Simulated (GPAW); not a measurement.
# Sb (R-3m) in GPAW: a series of runs, part 2 of 2

GPAW 26.7.0. Earlier steps stand in the parts before.

## Step 4: Equation of state, PBE

Input file run.py:

```python
from ase.eos import EquationOfState
from ase.io import Trajectory, read
from ase.units import GPa
from gpaw import GPAW, PW, setup_paths

setup_paths.insert(0, '.')

atoms = read('Sb.cif')

traj = Trajectory('eos.traj', 'w')
volumes, energies = [], []
for x in [0.94, 0.96, 0.98, 1.0, 1.02, 1.04, 1.06]:
    a = atoms.copy()
    a.set_cell(atoms.cell * x**(1 / 3), scale_atoms=True)
    calc = GPAW(mode=PW(600),
                xc='PBE',
                kpts={'size': (5, 5, 5), 'gamma': True},
                occupations={'name': 'fermi-dirac', 'width': 0.05},
                nbands=25,
                convergence={'density': 1e-05, 'energy': 1e-05},
                maxiter=150,
                txt=f'eos-{x:.2f}.txt')
    a.calc = calc
    energies.append(a.get_potential_energy(force_consistent=True))
    volumes.append(a.get_volume())
    p = -a.get_stress()[:3].mean() / GPa
    calc.write(f'eos-{x:.2f}.gpw')
    traj.write(a)
    print(f'{x:.2f} {volumes[-1]:10.4f} A^3 {energies[-1]:14.6f} eV {p:9.3f} GPa', flush=True)

v0, e0, B = EquationOfState(volumes, energies, eos='birchmurnaghan').fit()
print(f'V0 = {v0:.4f} A^3, E0 = {e0:.6f} eV, B0 = {B / GPa:.2f} GPa')
```

Input file Sb.cif:

```cif
data_Sb
_cell_length_a 4.50666183
_cell_length_b 4.50666183
_cell_length_c 4.50666183
_cell_angle_alpha 57.11017317
_cell_angle_beta 57.11017317
_cell_angle_gamma 57.11017317
_space_group_name_H-M_alt 'P1'
_space_group_name_Hall 'P 1'
_space_group_IT_number 1
loop_
_space_group_symop_operation_xyz
'x,y,z'
loop_
_atom_site_label
_atom_site_type_symbol
_atom_site_symmetry_multiplicity
_atom_site_Wyckoff_symbol
_atom_site_fract_x
_atom_site_fract_y
_atom_site_fract_z
_atom_site_occupancy
Sb1 Sb 1 a 0.7665100000 0.7665100000 0.7665100000 1
Sb2 Sb 1 a 0.2334900000 0.2334900000 0.2334900000 1
```

Potentials or basis: PAW data sets generated in the run's folder for this functional, pw.

Run with:

```console
> gpaw-setup -f PBE Sb
> OMP_NUM_THREADS=1 python run.py
```

Log:

```text
__  _  _
 | _ |_)|_||  |
 |__||  | ||/\| - 26.7.0

Input parameters:
  mode=PW(ecut=600.0),
  convergence={'density': 1e-05, 'energy': 1e-05},
  kpts=MonkhorstPack(size=(5, 5, 5), gamma=True),
  maxiter=150,
  nbands=25,
  occupations=Occupations(name='fermi-dirac', width=0.05),
  xc=XC(name='PBE')

Diagonalizing LCAO Hamiltonian
Converting LCAO to pw mode

                     Sb

       Sb

Atoms  # Å, Bohr magnetons
|   | symbol |        x |        y |        z |    initial magnetic moments |
|---|--------|----------|----------|----------|-----------------------------|
| 0 |     Sb | 7.058953 | 3.841491 | 2.659729 | ( 0.0000,  0.0000,  0.0000) |
| 1 |     Sb | 2.150259 | 1.170173 | 0.810192 | ( 0.0000,  0.0000,  0.0000) |

Unit cell  # Å
| periodic |        x |        y |        z |  lengths |    angles |
|----------|----------|----------|----------|----------|-----------|
|      yes | 4.414663 | 0.000000 | 0.000000 | 4.414663 | 57.110173 |
|      yes | 2.397274 | 3.707065 | 0.000000 | 4.414663 | 57.110173 |
|      yes | 2.397274 | 1.304600 | 3.469921 | 4.414663 | 57.110173 |

Number of symmetries: 12
Symmetry operations  # r_c * U_cc + t_c -> r_c
|    | kind |            matrix            |
|----|------|------------------------------|
|  0 |  E   |  1, 0, 0,  0, 1, 0,  0, 0, 1 |
|  1 |  σ   |  1, 0, 0,  0, 0, 1,  0, 1, 0 |
|  2 |  σ   |  0, 1, 0,  1, 0, 0,  0, 0, 1 |
|  3 |  C3  |  0, 1, 0,  0, 0, 1,  1, 0, 0 |
|  4 |  C3  |  0, 0, 1,  1, 0, 0,  0, 1, 0 |
[... 108 lines left out ...]

convergence criteria:
- Maximum integral of absolute [dens]ity change: 1e-05 electrons / valence electron
- Maximum [total energy] change in last 3 cyles: 1e-05 eV / valence electron
- Maximum integral of absolute [eigenst]ate change: 4e-08 eV^2 / valence electron
maximum number of iterations: 150

SCF iterations
|iter     | |      energy | eigst |  dens |
|---------|-|-------------|-------|-------|
|iter:   1| |   -8.730672 | +0.43 |       |
|iter:   2| |   -8.739061 | -1.94 | -1.68 |
|iter:   3| |   -8.738495 | -2.78 | -1.71 |
|iter:   4| |   -8.739953 | -3.34 | -2.21 |
|iter:   5| |   -8.740194 | -4.54 | -2.95 |
|iter:   6| |   -8.740220c| -5.71 | -3.53 |
|iter:   7| |   -8.740221c| -6.89 | -4.40 |
|iter:   8| |   -8.740221c| -7.48c| -4.89 |
|iter:   9| |   -8.740221c| -7.85c| -5.93c|

Converged in 9 steps
Energy contributions relative to reference atoms: (reference = -352563.119388)

Energy contributions:
  Kinetic:           7.858388
  Coulomb:          -7.808030
  Zero:              0.354581
  External:          0.000000
  Xc:               -9.144401
  Entropy:          -0.001519
  Spinorbit:         0.000000
  ----------------------------
  Free energy:      -8.740980
  Extrapolated:     -8.740221

dipole moment: (-0.000002, -0.000001, -0.000001)  # |e|*Ang

Fermi level: 7.770
Eigenvalues  # (at kpt = [0.000, 0.000, 0.000])
| band index |      eig [eV] | occ [0-2] |
|------------|---------------|-----------|
|          0 |       -21.872 |     2.000 |
|        ... |               |           |
|          7 |       -21.622 |     2.000 |
|          8 |       -21.531 |     2.000 |
|          9 |       -21.531 |     2.000 |
|         10 |        -5.492 |     2.000 |
|         11 |         3.252 |     2.000 |
|         12 |         5.476 |     2.000 |
[... 8 lines left out ...]
|         21 |        14.178 |     0.000 |
|         22 |        14.818 |     0.000 |
|        ... |               |           |
|         24 |        15.801 |     0.000 |

Gap: 0.359 eV
Transition (v -> c):
  (s=0, k=13, n=14, [0.40, 0.20, 0.20]) -> (s=0, k=9, n=15, [0.40, 0.00, 0.00])
Direct/indirect transitions are different
Direct gap: 0.686 eV
Transition at: (s=0, k=13, n=14, [0.40, 0.20, 0.20])

Stress tensor  # eV/Ang^3
|         x |         y |         z |
|-----------|-----------|-----------|
| -0.037852 |  0.004437 |  0.003072 |
|  0.004437 | -0.043591 |  0.001672 |
|  0.003072 |  0.001672 | -0.044848 |

# Writing to eos-0.94.gpw (mode='')
```

eos-0.96.txt:

```text
SCF iterations
|iter     | |      energy | eigst |  dens |
|---------|-|-------------|-------|-------|
|iter:   1| |   -8.774991 | +0.43 |       |
|iter:   2| |   -8.783231 | -1.96 | -1.69 |
|iter:   3| |   -8.783359 | -2.77 | -1.71 |
|iter:   4| |   -8.784806 | -3.33 | -2.22 |
|iter:   5| |   -8.785029 | -4.53 | -2.96 |
[... 49 lines left out ...]
  (s=0, k=13, n=14, [0.40, 0.20, 0.20]) -> (s=0, k=9, n=15, [0.40, 0.00, 0.00])
Direct/indirect transitions are different
Direct gap: 0.693 eV
Transition at: (s=0, k=13, n=14, [0.40, 0.20, 0.20])

Stress tensor  # eV/Ang^3
|         x |         y |         z |
|-----------|-----------|-----------|
| -0.028286 |  0.003745 |  0.002593 |
|  0.003745 | -0.033130 |  0.001411 |
|  0.002593 |  0.001411 | -0.034191 |

# Writing to eos-0.96.gpw (mode='')
```

It took 1.8 min on 1 thread of Intel Xeon at 2.60GHz (Ice Lake), shared host; peak memory 0.26 GiB.

What came out:

* Equilibrium volume: 31.47 Å³/atom
* Bulk modulus at fixed shape and positions: 52 GPa
* Pressure derivative of the bulk modulus: 4.5

Energy against volume, from the lowest point:
| volume (Å³/atom) | energy (meV/atom) |
| --- | --- |
| 28.393 | 59.10 |
| 28.998 | 36.70 |
| 29.602 | 20.16 |
| 30.206 | 8.89 |
| 30.810 | 2.32 |
| 31.414 | 0.00 |
| 32.018 | 1.50 |

Caveat: the cell was scaled at fixed shape and fractional positions, which overstates the stiffness of a crystal with free parameters, most of all of layers and chains. Spin-orbit coupling is left out, which matters for the levels of Sb.

## Step 5: The runs side by side

```csv
task,level,potentials or basis,spin,band path,band points,spin axis theta (degrees),spin axis phi (degrees),soc after scf,gap on the mesh (eV)
single point,TB-mBJ,"GPAW PAW data sets for LDA (gpaw-data 1.2.1), pw",off,-,-,-,-,-,0.35
band structure,PBE,"GPAW PAW data sets (gpaw-data 1.2.1), pw","SOC, no magnetisation","GLB1,BZGX,QFP1Z,LP",100,90,45,second variation,0.27
equation of state,PBE,"PAW data sets generated in the run's folder for this functional, pw",off,-,-,-,-,-,-
```

Alike in all rows: cell as given; k mesh 5 × 5 × 5; cutoff (eV) 600; smearing fermi-dirac 0.05 eV.

Caveats: a model potential gives levels but no total energy (some runs); the PAW data sets were made with another functional, which shifts forces and pressure a little (some runs); spin-orbit coupling is left out, which moves the levels of the heavy elements (some runs); an odd mesh through Γ misses points on the zone boundary, where band edges often lie (some runs); spin-orbit coupling was added after a scalar SCF, so levels and gaps hold it while energy, forces, pressure and moments don't (some runs); this program's spin-orbit splittings come out too wide for heavy elements (some runs); the mesh misses the band edges, which the band path finds closer together (some runs).

Total energies depend on the potentials used, so only differences within one code and one set of settings carry meaning.
